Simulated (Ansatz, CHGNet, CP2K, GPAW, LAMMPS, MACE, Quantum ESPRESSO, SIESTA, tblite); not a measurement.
## Glassy 67P2O5-33MgO (mol %) (80 atoms): one structure in several programs

Wanted: errors and costs of other methods on glassy 67P2O5-33MgO (mol %) (80 atoms). A plane-wave run serves as the reference.

Method: Kohn-Sham DFT, PBE, PAW, plane waves, in Ansatz 0.2.0.

## Step 1: The starting structure

The cell holds 80 atoms: 20 P, 5 Mg and 55 O. Cell: a = 10.514 Å, b = 10.514 Å, c = 10.514 Å, α = 90.0°, β = 90.0°, γ = 90.0°. 80 atoms (20 P, 5 Mg, 55 O) placed at random at 2.32 g/cm³, melted at 4000 K for 10 ps at fixed volume with the Morse and Coulomb pair potential with partial charges (Pedone, Malavasi, Menziani, Cormack and Segre, J. Phys. Chem. B 110, 11780 (2006)). Quenched from 4000 K to 300 K at 25 K/ps and fixed volume, held 5 ps.

## Step 2: Reference: Ansatz, plane waves

The PAW files are the set soft_2.

input.yaml

```yaml
crystal:
  lattice:
    - [10.5138, 0.0, 0.0]
    - [0.0, 10.5138, 0.0]
    - [0.0, 0.0, 10.5138]
  atoms:
    - { symbol: P, position: [0.07919, 0.07535, 0.56718] }
    - { symbol: P, position: [0.57606, 0.45722, 0.08684] }
    - { symbol: P, position: [0.52913, 0.34933, 0.58552] }
    - { symbol: P, position: [0.04384, 0.54973, 0.69074] }
    [... 70 atom lines left out ...]
    - { symbol: O, position: [0.75247, 0.65864, 0.80108] }
    - { symbol: O, position: [0.71438, 0.47862, 0.11635] }
    - { symbol: O, position: [0.03547, 0.45652, 0.57126] }
    - { symbol: O, position: [0.60003, 0.86822, 0.22528] }
    - { symbol: O, position: [0.87668, 0.18071, 0.09513] }
    - { symbol: O, position: [0.91938, 0.49392, 0.2576] }
kpoints:
  mp_grid: { grid: [1, 1, 1] }
hamiltonian:
  xc: pbe
scf:
  occupations: { method: fermi_dirac, width: 0.05 }
output:
  forces: true
  eigenvalues: true
  populations: true
  stress: true
```

Launch:

```console
$ ansatz run input.yaml --threads 4 --pin off --max-ram 8192MiB --backend cpu --events-out ev --progress --plain --runs-dir out
```

Numbers of over 12 decimals in the logs are rounded to 6 here.

Output:

```text
[...]
Pseudopotentials: kind: paw
Pseudopotential: P, paw, valence charge 5, recommended cutoff 420 eV (normal), P.paw.azcp
Pseudopotential: Mg, paw, valence charge 10, recommended cutoff 420 eV (normal), Mg.paw.azcp
Pseudopotential: O, paw, valence charge 6, recommended cutoff 420 eV (normal), O.paw.azcp
[...]
Crystal: 80 atoms, lattice volume = 1162.195 Å³
Basis set: ecut = 420 eV, 22743 PW (Γ), exchange–correlation on 144×144×144 points (8 copies of the dense FFT grid, shifted against one another)
Bands: 320, of which v1, the nominal top of the filled ones, is band 240 counted from 1 (239 counted from 0)
Symmetry: 1 space group operations
Space group: P1 (ITA 1), of the structure as read, at distance tolerance 1.1e-4 Å
k-points: 1
[...]
Initial density: superposition of atomic densities (neutral atoms: chi_scale 0, normalization atom), corrected by the library's trained network
Initial wavefunctions: pseudopotential atomic-orbital guess
[...]
SCF iter   1: F=—  HF=-55963.747373 eV  |F-HF|=—  |Δ(HF+E_count)|=         —  Δρ=6.40e-3  dr2=7.97e-1  ethr=1.77e-3  ⟨swp⟩=7.0  Hψ=1633  notcnv=0  defer=62
preconditioner: auto → Resta (q_TF=auto, 2.354 Å⁻¹)  ε∞=3.0  [insulator: Δε(μ)=2.505 eV  Ē_g=16.326 eV  σ=0.050 eV  W_gap=1.00  n_scr=250 (ndim 8)  ℏωp=22.8 eV  f_vac=0.231  D(μ)=0.00/eV (n_scr^D=0)  ε∞_Penn≈3.0]
[...]
SCF iter  10: F=—  HF=-55963.465280 eV  |F-HF|=—  |Δ(HF+E_count)|=   1.14e-7  Δρ=3.51e-6  dr2=1.24e-7  ethr=2.08e-11  ⟨swp⟩=20.0  Hψ=2371  notcnv=0
SCF iter  11: F=-55963.465280 eV  HF=-55963.465280 eV  |F-HF|=6.77e-9  |Δ(HF+E_count)|=   6.01e-9  Δρ=1.08e-6  dr2=1.18e-8  ethr=2.08e-11  ⟨swp⟩=5.0  Hψ=965  notcnv=0
SCF 1 converged in 11 iterations: F = -55963.465280 eV  dr2 = 1.18e-8
[...]
SCF converged after 11 iterations
Free energy (F): -55963.465280 eV
Harris-Foulkes:  -55963.465280 eV  (|F-HF|=6.77e-9)
Internal energy: -55963.465255 eV  (E = F + TS)
E sigma→0 (E₀):  -55963.465267 eV
Entropy (-TS):   -0.000025 eV (-0.000 meV/atom)
Fermi energy:    5.141222 eV
--- Per-component energies (eV) ---
[...]
Σ components = -55963.465280   (vs F -55963.465280, Δ=0.00e0)
--- Forces (eV/Å), atoms counted from 1 ---
  atom   1  P     -1.92975216     0.30167800    -2.47474813
  atom   2  P     -1.68125690    -0.88215961     2.88043729
  atom   3  P     -5.97009222     2.55871578     1.65977564
  atom   4  P      0.26193043     0.42086943    -0.61191519
[...]
atom  80  O     -0.60085324    -0.50468085    -1.51090018
  max |Σ_I F_I| component: 2.80e-5 eV/Å
--- Stress (GPa, compression-positive) ---
        2.386590       0.157303       0.227383
        0.157302       0.479899      -0.735464
        0.227383      -0.735462       2.183320
  P = ⅓ Tr σ = 1.6833 GPa (16.833 kbar)
--- Band table (eV) ---
  k-point 0: bands = ["-72.6805", "-72.6403", "-71.7461", "-70.5975", [... 304 levels ...], "11.9807", "12.0621", "12.0803", "12.1117", "12.1671", "12.2720", "12.3134", "12.3503", "12.4086", "12.4872", "12.5371", "12.6038"]
--- Löwdin populations: 80 sites ---
  site symbol       q [e]
     0      P      2.6939
     1      P      2.7410
     2      P      2.7505
[...]
79      O      6.8087
  spilling = 0.016997 (of n_electrons = 480.000000)
```

It took 14 s on 4 threads of Arm Neoverse V2, shared host; peak memory 1.3 GiB.

The run gave:

```yaml
free_energy: -55963.4653 eV
free_energy_per_atom: -699.5433 eV/atom
scf_cycles: 11
pressure: 1.683 GPa
r_m_s_force_component: 1.485 eV/Å
longest_force: 6.704 eV/Å
fermi_energy: 5.141 eV
spacing_of_highest_filled_and_lowest_empty_level: 1.151 eV
spilling_of_the_projection: 0.017
```

Neighbours are counted within 2.02 Å (O-P), 2.58 Å (O-Mg).

Length of the force by element and coordination:

```
element  coordination  atoms  mean length of the force (eV/Å)  spread  least  most
     Mg           all      5                             1.34   0.308  0.858  1.79
      O           all     55                             1.69   0.976  0.568  4.42
      O             1     11                             1.46   0.684  0.794  3.30
      O             2     43                             1.71    1.01  0.568  4.42
      O             3      1                             3.39       0   3.39  3.39
      P           all     20                             3.64    1.50  0.787  6.70
```

The levels nearest the highest filled one (over half full), pooled over k-points and spins:

```
level less the highest filled one (eV)  occupation
                                 -2.11           2
                                 -1.81           2
                                 -1.77           2
                                 -1.19           2
                                -0.715           2
                                     0           2
                                  1.15           0
                                  1.97           0
                                  2.29           0
                                  2.37           0
                                  2.62           0
                                  2.85           0
```

## Step 3: Structure statistics

Density 2.32 g/cm³, 14.53 Å³ an atom.

g(r), total and by pair (bins of 0.2 Å):

```
r (Å)  total   O-O    O-P  O-Mg   P-P  P-Mg  Mg-Mg
 1.40   1.33  0.00   3.88  0.00  0.00  0.00   0.00
 1.60   3.56  0.00  10.37  0.00  0.00  0.00   0.00
 1.80   0.04  0.00   0.00  0.48  0.00  0.00   0.00
 2.00   0.43  0.00   0.00  5.03  0.00  0.00   0.00
 2.20   0.22  0.00   0.00  2.52  0.00  0.00   0.00
 2.40   1.44  3.04   0.00  0.00  0.00  0.00   0.00
 2.60   1.31  2.77   0.00  0.00  0.00  0.00   0.00
 2.80   0.17  0.31   0.00  0.21  0.00  0.00   0.00
 3.00   0.79  0.91   0.18  0.36  3.69  0.98   0.00
 3.20   0.77  0.87   0.32  0.33  2.36  1.77   3.79
 3.40   0.77  0.66   0.75  0.73  0.00  4.46   0.00
 3.60   1.02  0.97   1.29  0.91  0.00  1.41   0.00
 3.80   1.29  0.91   2.04  1.75  0.00  0.32   0.00
 4.00   1.15  0.60   2.02  1.17  0.58  0.86   2.29
 4.20   0.88  0.61   1.20  1.06  0.91  1.02   0.00
 4.40   1.02  0.88   0.96  1.73  1.42  0.94   1.89
 4.60   1.25  1.34   1.03  1.84  1.20  0.87   0.00
 4.80   1.15  1.53   0.68  0.96  1.32  0.79   1.59
 5.00   1.07  1.37   0.55  1.06  1.57  1.30   1.50
 5.20   0.88  0.99   0.70  0.56  1.21  1.54   1.33
```

Bonds by pair of elements; cutoffs follow the first minimum of g(r), held within bounds set by covalent radii, and pairs that aren't listed don't count as bonded:

```
pair A-B  cutoff (Å)  bonds  mean length (Å)  spread (Å)  shortest (Å)  B about A  A about B
     O-P        2.02     80             1.54       0.044          1.45       1.46          4
    O-Mg        2.58     20             2.05       0.095          1.87      0.364          4
```

How many atoms have how many bonded neighbours:

```
element  mean   1   2  3   4
     Mg     4   0   0  0   5
      O  1.82  11  43  1   0
      P     4   0   0  0  20
```

Oxygen atoms by the number of network formers (Si, P, Ge, B, Al, As, Ga) bound to them:

```
network formers bound to O  O atoms  per cent
                         0        0         0
                         1       30      54.5
                         2       25      45.5
```

Network units: each former by its oxygen neighbours and how many of them bridge to another former:

```
former  O neighbours  bridging O  atoms
     P             4           1      2
     P             4           2      6
     P             4           3     12
```

Rings of the network by King's shortest-path rule, up to 12 atoms, one path for each pair of neighbours; H, halogens, alkali and alkaline-earth atoms are left out, and the last column divides by all other atoms, bonded or not:

```
ring size (atoms)  rings  per network atom
                8      1             0.013
               10      1             0.013
```

## Step 4: The ladder

The programs:
- CHGNet: machine-learned potential, published weights.
- CP2K 2026.2: Gaussian basis with GTH pseudopotentials and a plane-wave density; labels give functional, basis (MOLOPT sets; SR short-range, UZH the newer set with its own potentials), grid cutoff/relative cutoff and solver (OT: orbital transformation; TRS4, TC2, SIGN: linear-scaling purification with its sparsity filter), or its built-in tight binding.
- GPAW 26.7.0: PAW with atomic orbitals (LCAO), plane waves or a real-space grid of spacing h.
- MACE: machine-learned potential, published weights.
- Quantum ESPRESSO 7.5: plane waves; labels (QE) give functional, pseudopotential set and cutoffs of waves/density.
- SIESTA 5.4.2: numerical atomic orbitals, whose automatically made sets are far from complete, with PseudoDojo norm-conserving potentials that we converted to its format (checked against plane waves on the same files for H, C, O, Si, Ge and Ca alone); labels give functional, basis size, energy shift and mesh cutoff.
- tblite 0.8.0: extended tight binding, driven from Python.

All use the same cell and atoms; the electronic-structure runs use the same k-mesh, and an electronic temperature of 580 K (0.05 eV) where levels are smeared.

Differences are against the plane-wave reference, forces as r.m.s. over components; share is that over the reference's r.m.s. force, slope the least-squares factor from reference forces to these. Total energies of different programs have different zeros and aren't compared.

```
                                                                       run  Δ force, r.m.s. (meV/Å)  share (%)  slope  Δ pressure (GPa)  Δ gap (eV)  cores  CPU time  memory (GiB)
                                                                 reference                        -          -      -                 -           -      4      51 s           1.3
                                                    CHGNet 0.3.0 potential                      369       24.9  0.905            -0.188           -      1     3.2 s          0.97
                             CP2K PBE, DZVP-MOLOPT-SR, 1200/50 Ry, OT DIIS                      187       12.6  1.068              1.34      -0.562      1     8 min           3.8
CP2K PBE, DZVP-MOLOPT-SR, 1200/50 Ry, TC2 filter 1e-04, SCF 1e-05 (coarse)                      354       23.8  1.143              1.88           -      1   2.8 min           3.8
         CP2K PBE, DZVP-MOLOPT-SR, 1200/50 Ry, TC2 filter 1e-05, SCF 1e-06                      218       14.7  1.086              1.47           -      1     4 min           3.8
                     CP2K PBE, DZVP-MOLOPT-SR, 420/50 Ry, OT DIIS (coarse)                      431       29.1  1.070              1.28      -0.569      2   4.5 min           1.1
                                              GPAW PBE, LCAO dzp, h 0.18 Å                      583       39.2  1.075                 -      -0.419      1      81 s           1.4
                                     GPAW PBE, LCAO dzp, h 0.28 Å (coarse)                     2154        145  1.028                 -      -0.367      1      37 s          0.47
                                 GPAW PBE, LCAO sz(dzp), h 0.18 Å (coarse)                     3308        223  0.897                 -      -0.945      1      58 s           1.1
                                               MACE MP-0b2 small potential                      339       22.8  0.863            -0.685           -      1       6 s          0.66
                                               MACE MPA-0 medium potential                      243       16.3  0.918            -0.387           -      1     6.9 s             1
                         QE PBE, sssp-1.3.0-efficiency, 30/240 Ry (coarse)                      149       10.1  0.985             -33.1      -0.064      2     3 min           1.2
                                  QE PBE, sssp-1.3.0-efficiency, 60/480 Ry                      104       6.99  0.993             0.581      0.0024      4   7.8 min           3.5
                               SIESTA PBE, DZP, shift 0.01 Ry, mesh 500 Ry                      353       23.8  1.089              2.21      -0.504      2   3.1 min           1.6
              SIESTA RPBE, PBE potentials, DZP, shift 0.01 Ry, mesh 500 Ry                      349       23.5  1.097              3.86      -0.481      2   3.1 min           1.6
                                                           tblite GFN1-xTB                      427       28.7  1.003             0.976           -      1     3.7 s          0.11
```

Rows marked coarse were listed beforehand as settings not expected to be converged; some can still land near the reference.

Times of the machine-learned potentials are mostly Python's start and the loading of weights.

CPU time is summed over cores on a shared host, where runs went side by side, so it is rough. Symmetry, cutoffs, thresholds, outputs and thread counts weren't matched or tuned between programs; memory under MPI is the largest rank's times the ranks.

Runs without a result: CP2K PBE, DZVP-MOLOPT-SR, 1200/50 Ry, TC2 filter 1e-03, SCF 1e-04 (ended with an error: KS energy is an abnormal value (NaN/Inf), the SCF not settling).

Mean charges by element (e), by run and scheme:

```
                                                              run     scheme      P     Mg      O
                    CP2K PBE, DZVP-MOLOPT-SR, 1200/50 Ry, OT DIIS   Mulliken  +0.73  +1.35  -0.39
                    CP2K PBE, DZVP-MOLOPT-SR, 1200/50 Ry, OT DIIS  Hirshfeld  +0.54  +0.62  -0.25
CP2K PBE, DZVP-MOLOPT-SR, 1200/50 Ry, TC2 filter 1e-05, SCF 1e-06   Mulliken  +0.73  +1.35  -0.39
                      SIESTA PBE, DZP, shift 0.01 Ry, mesh 500 Ry  Hirshfeld  +0.44  +0.56  -0.21
     SIESTA RPBE, PBE potentials, DZP, shift 0.01 Ry, mesh 500 Ry  Hirshfeld  +0.44  +0.56  -0.21
                                                  tblite GFN1-xTB   Mulliken  +0.56  +0.85  -0.28
```

Within one program, basis, potentials and functional, energies share a zero. Each run against its twin at the usual cutoff or grid and solver:

```
                                                              run                                 twin  Δ energy (meV/atom)  Δ force, r.m.s. (meV/Å)         CPU time over the twin's
CP2K PBE, DZVP-MOLOPT-SR, 1200/50 Ry, TC2 filter 1e-04, SCF 1e-05  DZVP-MOLOPT-SR, 1200/50 Ry, OT DIIS                 1.75                      229                             0.35
CP2K PBE, DZVP-MOLOPT-SR, 1200/50 Ry, TC2 filter 1e-05, SCF 1e-06  DZVP-MOLOPT-SR, 1200/50 Ry, OT DIIS                0.134                     65.1                             0.50
                     CP2K PBE, DZVP-MOLOPT-SR, 420/50 Ry, OT DIIS  DZVP-MOLOPT-SR, 1200/50 Ry, OT DIIS                -9.78                      417  0.56 (this twin ran on 1 cores)
                                     GPAW PBE, LCAO dzp, h 0.28 Å                   LCAO dzp, h 0.18 Å                  927                     2125                             0.46
                         QE PBE, sssp-1.3.0-efficiency, 30/240 Ry     sssp-1.3.0-efficiency, 60/480 Ry                  593                     53.1  0.39 (this twin ran on 4 cores)
```

## Step 5: Summary of results

- reference r.m.s. force component: 1.48 eV/Å
- nearest in forces: QE PBE, sssp-1.3.0-efficiency, 60/480 Ry, 7.0 %
- farthest in forces: GPAW PBE, LCAO sz(dzp), h 0.18 Å (coarse), 223 %
- cheapest electronic-structure run beside the reference: tblite GFN1-xTB, 3.7 s of CPU time

In words: PBE on plane waves or a grid with other potentials, cutoffs or grids, coarse settings apart, differs from the reference by 7.0 % (QE PBE, sssp-1.3.0-efficiency, 60/480 Ry) of the r.m.s. force; potentials, valence shells or grid differ, and the table alone doesn't part them (QE's 60 Ry are 816 eV, against the reference's 420 eV). The PBE runs in local orbitals, coarse settings apart, differ by 13 % (CP2K PBE, DZVP-MOLOPT-SR, 1200/50 Ry, OT DIIS) to 39 % (GPAW PBE, LCAO dzp, h 0.18 Å); basis, grid and potentials can all enter. Tight binding differs by 29 % (tblite GFN1-xTB); it is another model, with fitted parameters of its own, and the xTB methods hold dispersion. Machine-learned potentials differ by 16 % (MACE MPA-0 medium potential) to 25 % (CHGNet 0.3.0 potential); they were trained on other programs' data. Rows with another functional or a dispersion term differ by 24 % (SIESTA RPBE, PBE potentials, DZP, shift 0.01 Ry, mesh 500 Ry), which mixes the change of model with differences of basis and potentials, some of them made for another functional. Runs with settings chosen to be coarse differ by 10 % (QE PBE, sssp-1.3.0-efficiency, 30/240 Ry) to 223 % (GPAW PBE, LCAO sz(dzp), h 0.18 Å), their programs' other errors included. One electronic-structure run takes under half the reference's CPU time: tblite GFN1-xTB, at 29 % in 3.7 s against 51 s. CP2K PBE, DZVP-MOLOPT-SR, 1200/50 Ry, TC2 filter 1e-04, SCF 1e-05 stiffens the forces by a factor of 1.14 while following their directions (correlation 0.986); the slopes of the 4 CP2K runs lie between 1.07 and 1.14. At the same functional, gaps differ from the reference's 1.15 eV by between -0.95 and +0.00 eV. In pressure, QE PBE, sssp-1.3.0-efficiency, 30/240 Ry misses by -33.1 GPa, at the same functional; a cutoff this low leaves a large Pulay stress. Charges hang on model, scheme and program or settings: among these rows the mean for Mg runs from +0.56 to +1.35 e. With TC2, tightening the sparsity filter from 1e-04 to 1e-05, and the SCF threshold with it, takes the force difference from the cubic solver from 229 to 65 meV/Å, and the CPU time from 0.35 to 0.50 times the cubic solver's. In the reference: filled and empty levels are parted by 1.15 eV (at Γ alone); a semilocal functional tends to put such gaps too low. In a disordered cell it changes from sample to sample, and tail or defect levels can set it. In the reference: for some of the pairs, g(r) has its first main peak near 2.5 Å (O-O), 1.5 Å (O-P), 2.0 Å (O-Mg), 3.1 Å (P-P) and 3.4 Å (P-Mg). Periodic xTB results under one method name differ between programs and library versions. The potentials hold different valence shells: 480 electrons in the reference, 440 in Quantum ESPRESSO with SSSP; this bears on time and differences. In our tests on small cells the SSSP efficiency potentials stood apart from two norm-conserving sets, for C–F bonds most and for P–O bonds less, so differences between them and other runs here needn't be the other run's error. Machine-learned potentials mimic data converged in k, so the reference's own k-point error enters their differences. The quench rate of 25 K/ps is many orders above laboratory rates, so the cell is likely richer in defects and strain than a real sample. The network of bonds at the start is that of the classical potential that made the cell, and needn't be the one that DFT or experiment would give. The electronic-structure runs sample only Γ, in a cell whose shortest periodic width is 11 Å.

[Also dropped from logs without a mark: logging warnings of Python, and SIESTA's first energy breakdown and zero terms.]

[Logs are printed without paths, hosts, clocks, repeated set-up lines and the standing remarks that a program may print on its own settings, such as how far it seeks lower states.]

[Hosts, paths, dates, database ids (printed as entryN), source tags and the programs' standing remarks are cut or masked in the printed files.]
